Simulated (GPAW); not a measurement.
A run of GPAW 26.7.0 is set up as follows.

Contents of run.py:

```python
from ase.dft.bandgap import bandgap
from ase.io import read, write
from ase.units import GPa
from gpaw import GPAW, PW

atoms = read('TiO.xyz')

calc = GPAW(mode=PW(800),
            xc='MGGA_X_R2SCAN+MGGA_C_R2SCAN',
            kpts={'size': (10, 10, 9), 'gamma': True},
            occupations={'name': 'fermi-dirac', 'width': 0.05},
            nbands=19,
            convergence={'density': 1e-05, 'energy': 1e-05},
            maxiter=150,
            txt='gpaw.txt')
atoms.calc = calc
energy = atoms.get_potential_energy()
forces = atoms.get_forces()
stress = atoms.get_stress()
calc.write('gs.gpw')
write('result.traj', atoms)
print(f'Energy: {energy:.6f} eV')
print('Forces (eV/A):')
print(forces.round(4))
print('Stress (GPa):', (stress / GPa).round(3))
print('Fermi level:', round(calc.get_fermi_level(), 4), 'eV')
print(f'Gap: {bandgap(calc)[0]:.4f} eV, direct: {bandgap(calc, direct=True)[0]:.4f} eV')
```

File TiO.xyz:

```xyz
2
Lattice="3.0094341535 0.0000000000 0.0000000000 -1.5047170767 2.6062464279 0.0000000000 0.0000000000 0.0000000000 2.9370586300" Properties=species:S:1:pos:R:3 pbc="T T T"
Ti     0.0000000000      0.0000000000      0.0000000000
O      1.5047170769      0.8687488092      1.4685293150
```

Potentials or basis: GPAW PAW data sets (gpaw-data 1.2.1), pw.

Launch:

```sh
$ OMP_NUM_THREADS=1 python run.py
```

Problem. Estimate the pressure.

Solution. -30.4 GPa.

Problem. Predict the band gap on the k mesh.

Solution. None (metal or under the smearing width).

Stress tensor (GPa, compression positive):
```
-32.41   0.00   0.00
  0.00 -32.41   0.00
  0.00   0.00 -26.34
```

Caveat: a pressure of tens of GPa on the cell as given is suspect, and the run, the potentials or the cell itself is likely at fault; the PAW data sets were made with another functional, which shifts forces and pressure a little; semilocal functionals often make such compounds metallic where correlation or magnetic order opens a gap, which also shifts bond lengths.
